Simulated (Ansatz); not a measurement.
# InAs: a single-point run

The task is a single-point run on InAs. The structure is shown as the input types it. The cell is built on a prototype (CsCl type) and needn't be the phase found in nature.

Method: density functional or hybrid calculation with the settings of its input, plane waves (as first typed), in Ansatz 0.2.0.

7 further runs of the same task are left out: 4 for a known fault of the program, 3 that didn't finish.

## Step 1: The system as given

It takes space group Pm-3m (No. 221, cubic). The conventional cell has a = 3.537 Å, b = 3.537 Å, c = 3.537 Å, α = 90.00°, β = 90.00°, γ = 90.00°. Around In (site symmetry m-3m) lie 8 As at 3.06 Å. As (site symmetry m-3m) is surrounded by 8 In at 3.06 Å.

As a file:

```
CELL_PARAMETERS angstrom
3.53654 0.00000 0.00000
0.00000 3.53654 0.00000
0.00000 0.00000 3.53654
ATOMIC_POSITIONS crystal
In 0.00000 0.00000 0.00000
As 0.50000 0.50000 0.50000
```

## Step 2: The run

Contents of input.yaml:

```yaml
crystal:
  lattice:
    - [3.536541079, 0.0, 0.0]
    - [0.0, 3.536541079, 0.0]
    - [0.0, 0.0, 3.536541079]
  atoms:
    - { symbol: In, position: [0.0, 0.0, 0.0] }
    - { symbol: As, position: [0.5, 0.5, 0.5] }
kpoints:
  mp_grid: { grid: [1, 1, 1] }
hamiltonian:
  xc: pbe
scf:
  occupations: { method: fermi_dirac, width: 0.02 }
  n_extra_bands: 4
output:
  forces: true
  stress: true
  eigenvalues: true
```

Launch:

```console
> ansatz run input.yaml --threads 4 --pin off --max-ram 3686MiB --backend cpu --events-out ev --progress --plain --runs-dir out
```

Q: Will this input give a usable result? If not, why, and what should change?

The run converged and reported no error. It gives a pressure of 46 GPa, which is large; a structure far from rest gives such values too, whatever the setting.

Look at the input: kpoints.mp_grid.grid is [1, 1, 1]. One k-point can't sample the Brillouin zone of so small a cell.

The test: set kpoints.mp_grid.grid to [6, 6, 6].
